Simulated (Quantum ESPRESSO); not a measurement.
The system is Al.

```
Al
1.0
     0.00000    2.02481    2.02481
     2.02481    0.00000    2.02481
     2.02481    2.02481    0.00000
Al
1
Direct
  0.00000 0.00000 0.00000
```

| Property | Result |
| --- | --- |
| Program | Quantum ESPRESSO 7.5 |
| Task | phonons and electron-phonon coupling |
| Functional | PBE |
| Potentials or basis | PseudoDojo 0.4 SR PBE stringent |
| Cutoff | 544 eV |
| Density cutoff | 2177 eV |
| k mesh | 12 × 12 × 12 |
| Occupations | methfessel-paxton, width 0.272 eV |
| Spin | no spin polarisation |
| Mixing beta | 0.5 |
| Most SCF iterations | 120 |
| SCF threshold | 2e-10 Ry |
| q mesh | 4 × 4 × 4 |

The cell and the atoms were relaxed first, to 16.48 Å³/atom (a = 2.856 Å, b = 2.856 Å, c = 2.856 Å, α = 60.00°, β = 60.00°, γ = 60.00°), and the response was taken there.

Levels for the coupling come from a 36 × 36 × 36 mesh; ten broadenings of the double delta from 0.07 to 0.68 eV; Tc from the McMillan formula in the Allen-Dynes form.

Problem. How strong is the electron-phonon coupling, and what superconducting temperature follows?

Solution. Over broadenings from 0.27 to 0.54 eV, λ lies between 0.38 and 0.40 and ω_log near 314 K, which gives Tc from 1.0 to 1.3 K at μ* = 0.10 and from 0.4 to 0.6 K at μ* = 0.13.

Electron-phonon coupling by broadening of the double delta (levels on a 36 × 36 × 36 mesh):
| broadening (eV) | λ | N(E_F) (states/eV a spin and cell) | ω_log (K) | Tc, μ* 0.10 (K) | Tc, μ* 0.13 (K) |
| --- | --- | --- | --- | --- | --- |
| 0.07 | 0.47 | 0.195 | 338 | 3.1 | 1.7 |
| 0.14 | 0.39 | 0.194 | 318 | 1.1 | 0.4 |
| 0.20 | 0.37 | 0.195 | 316 | 0.9 | 0.3 |
| 0.27 | 0.38 | 0.198 | 316 | 1.0 | 0.4 |
| 0.34 | 0.39 | 0.200 | 315 | 1.1 | 0.5 |
| 0.41 | 0.39 | 0.201 | 314 | 1.2 | 0.5 |
| 0.48 | 0.40 | 0.201 | 313 | 1.3 | 0.5 |
| 0.54 | 0.40 | 0.201 | 312 | 1.3 | 0.6 |
| 0.61 | 0.40 | 0.201 | 312 | 1.4 | 0.6 |
| 0.68 | 0.40 | 0.201 | 311 | 1.4 | 0.6 |

The same from a weighted sum over the computed q points, without interpolation:
```csv
broadening (eV),λ,ω_log (K),"Tc, μ* 0.10 (K)","Tc, μ* 0.13 (K)"
0.07,0.48,321,3.4,2.0
0.14,0.38,319,1.1,0.4
0.20,0.37,319,0.8,0.3
0.27,0.38,318,1.0,0.4
0.34,0.39,318,1.1,0.4
0.41,0.39,317,1.2,0.5
0.48,0.39,317,1.2,0.5
0.54,0.40,316,1.3,0.5
0.61,0.40,316,1.3,0.6
0.68,0.40,316,1.3,0.6
```

Eliashberg function at a broadening of 0.27 eV:
| cm⁻¹ | α²F |
| --- | --- |
| 9 | 0.000 |
| 26 | 0.000 |
| 43 | 0.000 |
| 60 | 0.002 |
| 77 | 0.005 |
| 95 | 0.009 |
| 112 | 0.019 |
| 129 | 0.038 |
| 146 | 0.095 |
| 163 | 0.134 |
| 181 | 0.199 |
| 198 | 0.205 |
| 215 | 0.159 |
| 232 | 0.194 |
| 249 | 0.235 |
| 267 | 0.160 |
| 284 | 0.692 |
| 301 | 0.172 |
| 318 | 0.070 |
| 335 | 0.003 |

The smallest broadenings aren't converged on these meshes, and μ* is assumed, not computed; spin fluctuations are left out.

Caveat: λ from interpolated matrix elements is rough: modes that symmetry makes equal can differ by tens of percent.
